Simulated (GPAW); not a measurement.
# Collinear magnetic orders of Co4 Ru3 Co4 0001 with GPAW, part 2 of 2

Aim: find out whether Co4 Ru3 Co4 0001 carries moments, and which collinear order costs least.

GPAW 26.7.0; PBE; plane waves with GPAW's PAW setups, scalar-relativistic.

So far. Step 2 (Order 1, typed as ferro ++++++++): After 49 cycles the largest moment stands at 1.83 μB.

## Step 3: Order 2, typed as antiferro ++++----

An opposed order shows whether the pairs that it reverses prefer unlike signs.

order2.py

```python
import json
import numpy as np
from ase import Atoms
from ase.parallel import paropen, parprint
from gpaw import GPAW

atoms = Atoms(['Co', 'Co', 'Co', 'Co', 'Ru', 'Ru', 'Ru', 'Co', 'Co', 'Co', 'Co'],
    cell=[[2.706, 0.0, 0.0],
         [-1.353, 2.343465, 0.0],
         [0.0, 0.0, 30.686679]],
    scaled_positions=[[0.0, 0.0, 0.195525],
         [0.333333, 0.666667, 0.252566],
         [0.0, 0.0, 0.309607],
         [0.333333, 0.666667, 0.366647],
         [0.0, 0.0, 0.430112],
         [0.333333, 0.666667, 0.5],
         [0.0, 0.0, 0.569888],
         [0.333333, 0.666667, 0.633353],
         [0.0, 0.0, 0.690393],
         [0.333333, 0.666667, 0.747434],
         [0.0, 0.0, 0.804475]],
    pbc=True,
    magmoms=[1.8, 1.8, 1.8, 1.8, 0.0, 0.0, 0.0, -1.8, -1.8, -1.8, -1.8])
atoms.calc = GPAW(mode={'name': 'pw', 'ecut': 450},
    xc='PBE',
    kpts={'size': (20, 20, 1), 'gamma': True},
    occupations={'name': 'fermi-dirac', 'width': 0.05},
    convergence={'density': 1e-05, 'energy': 1e-05},
    maxiter=200,
    mixer={'name': 'pulay', 'beta': 0.03, 'nmaxold': 8, 'weight': 100},
    symmetry={'tolerance': 1e-4},
    txt='order2.txt')
e = atoms.get_potential_energy(force_consistent=True)
res = {'free_energy': e, 'energy_sigma0': atoms.get_potential_energy(), 'fermi_energy': atoms.calc.get_fermi_level()}
res['moments'] = atoms.get_magnetic_moments().tolist()
res['total'] = atoms.get_magnetic_moment()
parprint('site moments (muB):', np.round(res['moments'], 3))
parprint(f"total moment: {res['total']:.3f} muB")
parprint(f'free energy: {e:.6f} eV')
atoms.calc.write('order2.gpw')
with paropen('results.json', 'w') as f:
    json.dump(res, f)
```

Run with:

```sh
$ OMP_NUM_THREADS=1 mpirun -n 4 gpaw python order2.py > order2.log
```

Numbers of over 12 decimals in the logs are rounded to 6 here.

Output:

```text
site moments (muB): [ 1.827  1.731  1.636  1.352 -0.02  -0.     0.02  -1.352 -1.636 -1.731
 -1.827]
total moment: 0.000 muB
free energy: -89.427967 eV

--- order2.txt ---
Input parameters:
  mode=PW(ecut=450),
  convergence={'density': 1e-05, 'energy': 1e-05},
  kpts=MonkhorstPack(size=(20, 20, 1), gamma=True),
  maxiter=200,
  mixer=Pulay(name='pulay', nmaxold=8, beta=0.03, weight=100, sigma=0.015, g_ss=None),
  occupations=Occupations(name='fermi-dirac', width=0.05),
  symmetry=Symmetry(tolerance=0.0001),
  xc=XC(name='PBE')

Diagonalizing LCAO Hamiltonian
Converting LCAO to pw mode

       Co

        Co

       Co
        Co

       Ru

        Ru

       Ru
        Co

       Co
        Co

       Co

Atoms  # Å, Bohr magnetons
|    | symbol |         x |        y |         z |    initial magnetic moments |
|----|--------|-----------|----------|-----------|-----------------------------|
|  0 |     Co |  0.000000 | 0.000000 |  6.000013 | ( 0.0000,  0.0000,  1.8000) |
|  1 |     Co | -0.000001 | 1.562311 |  7.750412 | ( 0.0000,  0.0000,  1.8000) |
|  2 |     Co |  0.000000 | 0.000000 |  9.500811 | ( 0.0000,  0.0000,  1.8000) |
|  3 |     Co | -0.000001 | 1.562311 | 11.251179 | ( 0.0000,  0.0000,  1.8000) |
|  4 |     Ru |  0.000000 | 0.000000 | 13.198709 | ( 0.0000,  0.0000,  0.0000) |
|  5 |     Ru | -0.000001 | 1.562311 | 15.343340 | ( 0.0000,  0.0000,  0.0000) |
|  6 |     Ru |  0.000000 | 0.000000 | 17.487970 | ( 0.0000,  0.0000,  0.0000) |
|  7 |     Co | -0.000001 | 1.562311 | 19.435500 | ( 0.0000,  0.0000, -1.8000) |
|  8 |     Co |  0.000000 | 0.000000 | 21.185868 | ( 0.0000,  0.0000, -1.8000) |
|  9 |     Co | -0.000001 | 1.562311 | 22.936267 | ( 0.0000,  0.0000, -1.8000) |
| 10 |     Co |  0.000000 | 0.000000 | 24.686666 | ( 0.0000,  0.0000, -1.8000) |

Unit cell  # Å
| periodic |         x |        y |         z |   lengths |     angles |
|----------|-----------|----------|-----------|-----------|------------|
|      yes |  2.706000 | 0.000000 |  0.000000 |  2.706000 |  90.000000 |
|      yes | -1.353000 | 2.343465 |  0.000000 |  2.706000 |  90.000000 |
|      yes |  0.000000 | 0.000000 | 30.686679 | 30.686679 | 119.999997 |

Number of symmetries: 6

BZ-sampling:
  Number of BZ points: 400
  Number of IBZ points: 44

  Monkhorst-Pack size: [20, 20, 1]
  Monkhorst-Pack shift: [0.025, 0.025, 0.0]

Plane wave coefficients: 4271
Cutoff: 450.000000 eV

Spin-components: 2 (collinear spins)
Bands:           76
Projectors:      66
Spin-degeneracy: 1
Datatype:        complex128

Parallelization:
  kpt:    4
  domain: 1
  band:   1

Density:
  Valence electrons: 120.0
  Components: 2
  Grid points: [ 14  14 160]
  Charge: 0.0  # |e|

Potential:
  Grid points: [ 14  14 160]

[... setups left out ...]
Reference energy: -672957.054194  # eV

eigensolver:
  PPCG
  Converge bands: occupied
  niter=2

density mixing:
  Pulay-Mixer
  Linear mixing parameters: 0.03
  Old densities: 8
  Fourier metric: weight=100, sigma=0.015

occupation numbers:
  Fermi-Dirac:
    width: 0.0500  # eV

poisson solver:
  ecut: 3600.000000  # eV

xc functional:
  name: PBE with 2 nearest neighbor stencil

convergence criteria:
- Maximum integral of absolute [dens]ity change: 1e-05 electrons / valence electron
- Maximum [total energy] change in last 3 cyles: 1e-05 eV / valence electron
- Maximum integral of absolute [eigenst]ate change: 4e-08 eV^2 / valence electron
maximum number of iterations: 200

SCF iterations
|iter     |      energy | eigst |  dens |  magmom |
|---------|-------------|-------|-------|---------|
|iter:   1|       0s | -104.811195 | +0.37 |       |  +0.0000|
|iter:   2|      14s | -251.707807 | +1.08 | -0.64 |  -0.0000|
|iter:   3|      30s |  -99.727678 | +0.23 | -0.37 |  -0.0000|
|iter:   4|      46s |  -91.667552 | -0.36 | -0.77 |  +0.0000|
|iter:   5|      61s |  -91.348705 | -1.37 | -1.08 |  -0.0001|
|iter:   6|      76s |  -91.355731 | -1.71 | -1.11 |  +0.0047|
|iter:   7|      92s |  -90.455440 | -2.39 | -1.04 |  -0.0011|
|iter:   8|     107s |  -89.878061 | -2.08 | -1.16 |  +0.0009|
|iter:   9|     123s |  -89.373444 | -1.49 | -1.26 |  +0.0006|
|iter:  10|     138s |  -89.285309 | -2.45 | -1.35 |  +0.0000|
[... 57 iterations left out ...]
|iter:  68|     862s |  -89.371213c| -8.36c| -4.92 |  +0.0000|
|iter:  69|     869s |  -89.371212c| -8.48c| -4.91 |  +0.0000|
|iter:  70|     876s |  -89.371212c| -8.54c| -4.89 |  +0.0000|
|iter:  71|     883s |  -89.371212c| -8.74c| -4.86 |  +0.0000|
|iter:  72|     890s |  -89.371212c| -8.43c| -4.87 |  +0.0000|
|iter:  73|     897s |  -89.371212c| -8.88c| -4.82 |  +0.0000|
|iter:  74|     904s |  -89.371212c| -9.27c| -4.83 |  +0.0000|
|iter:  75|     910s |  -89.371212c| -8.91c| -4.85 |  +0.0000|
|iter:  76|     917s |  -89.371212c| -8.90c| -4.89 |  +0.0000|
|iter:  77|     924s |  -89.371212c| -9.17c| -5.03c|  +0.0000|

Converged in 77 steps
Energy contributions relative to reference atoms: (reference = -672957.054194)

Energy contributions:
  Kinetic:          66.723193
  Coulomb:         -64.709603
  Zero:              1.452042
  External:          0.000000
  Xc:              -92.780090
  Entropy:          -0.113510
  Spinorbit:         0.000000
  ----------------------------
  Free energy:     -89.427967
  Extrapolated:    -89.371212

dipole moment: (-35.221419, -35.203644, -0.000127)  # |e|*Ang

Total magnetic moment: (0.000000, 0.000000, 0.000006)

Local magnetic moments
|        x |        y |         z |
|----------|----------|-----------|
| 0.000000 | 0.000000 |  1.826636 |  # Co   0
| 0.000000 | 0.000000 |  1.731309 |  # Co   1
| 0.000000 | 0.000000 |  1.635837 |  # Co   2
| 0.000000 | 0.000000 |  1.352489 |  # Co   3
| 0.000000 | 0.000000 | -0.019528 |  # Ru   4
| 0.000000 | 0.000000 | -0.000001 |  # Ru   5
| 0.000000 | 0.000000 |  0.019529 |  # Ru   6
| 0.000000 | 0.000000 | -1.352484 |  # Co   7
| 0.000000 | 0.000000 | -1.635836 |  # Co   8
| 0.000000 | 0.000000 | -1.731309 |  # Co   9
| 0.000000 | 0.000000 | -1.826636 |  # Co  10

Fermi level: 6.125
Eigenvalues  # (at kpt = [-0.000, -0.000, 0.000])
| band index |      eig [eV] | occ [0-1] |      eig [eV] | occ [0-1] |
|------------|---------------|-----------|---------------|-----------|
|          0 |       -66.971 |     1.000 |       -66.971 |     1.000 |
|        ... |               |           |               |           |
|         57 |         5.430 |     1.000 |         5.430 |     1.000 |
|         58 |         5.430 |     1.000 |         5.430 |     1.000 |
|         59 |         5.537 |     1.000 |         5.537 |     1.000 |
|         60 |         5.537 |     1.000 |         5.537 |     1.000 |
|         61 |         5.671 |     1.000 |         5.671 |     1.000 |
|         62 |         5.933 |     0.979 |         5.933 |     0.979 |
|         63 |         5.933 |     0.979 |         5.933 |     0.979 |
|         64 |         5.933 |     0.979 |         5.933 |     0.979 |
|         65 |         6.161 |     0.327 |         6.161 |     0.327 |
|         66 |         6.373 |     0.007 |         6.373 |     0.007 |
|         67 |         6.373 |     0.007 |         6.373 |     0.007 |
|         68 |         6.582 |     0.000 |         6.582 |     0.000 |
|         69 |         6.825 |     0.000 |         6.825 |     0.000 |
|         70 |         6.825 |     0.000 |         6.825 |     0.000 |
|         71 |         7.047 |     0.000 |         7.047 |     0.000 |
|         72 |         7.049 |     0.000 |         7.047 |     0.000 |
|        ... |               |           |               |           |
|         75 |         7.272 |     0.000 |         7.272 |     0.000 |

No gap
No difference between direct/indirect transitions
```

Wall time 16 min (4 MPI ranks of Arm Neoverse V1, shared host); peak memory 1.5 GiB; 63 min of CPU time.

Spin moment in the augmentation sphere by atom:

```csv
atom,spin moment in the augmentation sphere (μB)
Co1,1.83
Co2,1.73
Co3,1.64
Co4,1.35
Ru5,-0.02
Ru6,0.00
Ru7,0.02
Co8,-1.35
Co9,-1.64
Co10,-1.73
Co11,-1.83
```

Read from the output:

| Item | Value |
| --- | --- |
| magnetization | 0 μB |
| final state | antiferromagnetic |

It lies 1.03 meV a seeded atom over the first start, and its largest moment is 1.83 μB against 1.83 μB.

## Step 4: Ranking

These are free energies at a smearing of 0.05 eV, so its entropy term is in the differences. They are divided by the number of seeded atoms, so that cells of unlike size compare.

Orders:

```csv
start,final state,typed order kept,energy over the lowest (meV a seeded atom),largest site moment (μB),net moment (μB a primitive cell),mesh matched,CPU time (s)
ferro ++++++++,ferromagnetic,yes,0,1.83,12.9,yes,2944
antiferro ++++----,antiferromagnetic,yes,1.03,1.827,0,yes,3796
```

## Step 5: Results

```yaml
lowest_state_found: ferromagnetic (typed ferro ++++++++)
largest_site_moment: 1.83 μB
next_state: antiferromagnetic, 1.03 meV a seeded atom higher
```

In words: The lowest state found is ferromagnetic, reached from the start ferro ++++++++, with moments up to 1.83 μB. The two lowest states lie so close that the mesh, the functional or spin–orbit coupling could swap them. Only 2 starts are shown; other collinear patterns, canted and longer-period orders are not.

[Logs and program files are shortened in this print: banners, set-up blocks, solver, clock and traceback lines can be left out without a mark of their own.]

[Logs are printed without paths, hosts, clocks, repeated set-up lines and the standing remarks that a program may print on its own settings, such as how far it seeks lower states.]

[Hosts, paths, dates, database ids (printed as entryN), source tags and the programs' standing remarks are cut or masked in the printed files.]

[Where a cell is said to come from a database of computed structures, the database is the Materials Project.]
